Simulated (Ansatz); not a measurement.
Computed with DFT PBE, scalar-relativistic, plane waves, PAW in Ansatz. All cells share a 420 eV cutoff and Γ-centred k meshes spaced about 0.3 Å⁻¹ or finer (0.25 for metals, 2π included). No spin polarisation.

Structures of Mo₃H, relaxed with PBE:

A. Space group I4/mmm (No. 139), tetragonal, a = 3.126 Å, c = 10.273 Å. H is surrounded by 2 Mo at 1.86 Å and 4 Mo at 2.21 Å; Mo on a site of symmetry 4mm has 1 H at 1.86 Å, 4 Mo at 2.63 Å, 4 Mo at 2.89 Å and 5 Mo at 3.13–3.28 Å; Mo on a site of symmetry 4/mmm has 4 H at 2.21 Å, 8 Mo at 2.89 Å and 6 Mo at 3.13–3.28 Å.

B. Space group P-3m1 (No. 164), trigonal, a = 2.872 Å, c = 7.000 Å. H has 6 Mo at 2.05 Å; Mo on a site of symmetry 3m has 3 H at 2.05 Å and 12 Mo at 2.83–2.93 Å; Mo on a site of symmetry -3m is surrounded by 12 Mo at 2.83–2.87 Å.

C. Space group I-4m2 (No. 119), tetragonal, a = 3.228 Å, c = 9.684 Å. Around H lie 4 Mo at 1.85 Å and 4 Mo at 2.91 Å; around Mo on a site of symmetry 2mm lie 2 H at 1.85 Å, 9 Mo at 2.75–3.05 Å and 5 Mo at 3.23–3.32 Å; Mo on a site of symmetry -4m2 has 8 Mo at 2.75 Å, 4 H at 2.91 Å and 6 Mo at 3.23–3.32 Å.

With PBE the energies per atom relative to A are: B +76 meV, C −14 meV.

**Question.** What do the differences become with r2SCAN (500 eV) at these PBE geometries?

**Answer.** The order stays C < A < B.

```
cell   group  coarse PBE screen (meV/atom, to 10)  PBE, fine mesh (meV/atom)  r2SCAN at the PBE cell (meV/atom)  r2SCAN pressure (GPa)  gap PBE (eV)  gap r2SCAN (eV)
   A  I4/mmm                                    0                          0                                  0                   -2.6          0.00             0.00
   B   P-3m1                                   70                         76                                100                   -2.8          0.00             0.00
   C   I-4m2                                  -20                        -14                                -20                   -2.5          0.00             0.00
```

Energies count from A, gaps are read on the mesh, and pressure is positive in compression.

Even the lowest cell shown lies +0.15 eV/atom against the elements' standard structures at this level. The k mesh leaves some 4 meV/atom of noise in the energy of each metallic cell. With hydrogen, zero-point motion can shift such differences by 10 meV/atom or more. Trial moments fell under 0.15 μB along the way in I4/mmm, P-3m1 and I-4m2; another start might hold them. With atoms moved at random, B (by 143 meV/atom) fell into a lower structure. A and C had no clear such test and can be saddle points.
